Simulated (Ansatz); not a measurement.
Mo: strain and displacement

```xyz
1
Lattice="0.0000 2.0150 2.0150 2.0150 0.0000 2.0150 2.0150 2.0150 0.0000" Properties=species:S:1:pos:R:3 pbc="T T T"
Mo    0.0000    0.0000    0.0000
```

The geometry is COD entry 1534907, unchecked; take it as a test cell.

The calculation used DFT, PBE, all-electron LAPW, scalar-relativistic (Ansatz 0.2.0).

Numerical set-up: a Γ-centred 17×17×17 k mesh, Fermi–Dirac smearing of 0.08 eV, basis error target 0.5 meV/atom, no spin polarisation.

The unchanged cell is at -4.59 GPa.

In a metal, stresses and small energies carry noise from the k mesh.

x, y and z are the Cartesian axes of the cell as listed; fractional coordinates follow a strain, and an engineering shear is twice the off-diagonal strain component.

With equal xy, yz and zx engineering shear strains of -1 %: energy change under 1 meV/atom; stress change (xx, yy, zz, yz, xz, xy) 0.07, 0.07, 0.07, -0.49, -0.49, -0.49 GPa, compression positive.

With equal xy, yz and zx engineering shear strains of +3 %: energy change -3 meV/atom; stress change (xx, yy, zz, yz, xz, xy) 0.56, 0.56, 0.56, 0.12, 0.12, 0.12 GPa, compression positive.
